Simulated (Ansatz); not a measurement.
## SrO: pressure against volume scale

All results are calculated (Ansatz 0.2.0). Periodic Kohn-Sham DFT of a crystal at fixed atoms, scaled to volume_scale times the given cell; pressure positive in compression, energy less spherical unpolarised free atoms, largest_vzz the field gradient of largest size among the nuclei.

The cell before it is scaled or strained (space group Fm-3m, No. 225):
```
cell vectors (Å)
   0.0000     2.5698     2.5698
   2.5698     0.0000     2.5698
   2.5698     2.5698     0.0000
atoms (fractions of the cell vectors)
Sr  0.00000  0.00000  0.00000
O   0.50000  0.50000  0.50000
```

Settings of every row: method all-electron PAW; functional PBE; relativity scalar; k mesh 8x8x8; filling fermi-dirac; smearing width 0.02 eV; nucleus gaussian.

Atom start moment: 0 on all atoms.

```
row  volume scale  V (Å³/atom)  pressure (GPa)
  1          0.94       15.952           9.826
  2          0.96       16.292           7.274
  3          0.98       16.631           4.982
  4          0.99       16.801           3.926
  5          1.01        17.14           1.975
  6          1.02        17.31           1.075
  7          1.04       17.649               ?
  8          1.06       17.989          -2.083
```

Question: what pressure should row 7 give?

Worked fit of pressure. Take u = (V_r/V)^(2/3) − 1 with V_r = 16.801 Å³ an atom, which is twice the finite (Eulerian) strain; such expansions in the strain, on which the Birch-Murnaghan equation of state is built, carry the rest volume and the bulk modulus. The shown rows have u = 0.03517, 0.02072, 0.0068, 0, -0.01323, -0.0197, -0.04453. Least squares give pressure = 3.9254 + 152.803 × u + 415.17 × u² + 308 × u³ GPa; a parabola predicts inner rows, each left out in turn, worse (root mean square 0.0057 against 0.0022 GPa). The rows lie off it by 0.000, 0.002, -0.002, 0.001, -0.001, 0.001, 0.000. The pressure vanishes at u = -0.0277, or V = 17.53 Å³ an atom, and there the bulk modulus at fixed shape and fractions is B = −V dP/dV = (2/3)(1 + u) dP/du = 84.6 GPa. The withheld row has u = -0.03229, so the fit gives 3.9254 + 152.803 × (-0.03229) + 415.17 × (-0.03229)² + 308 × (-0.03229)³ = -0.586 GPa.

The calculation gave -0.587 GPa. The fit lies 0.001 GPa (0.0084 % of the column's range) above it, one unit of the last digit.
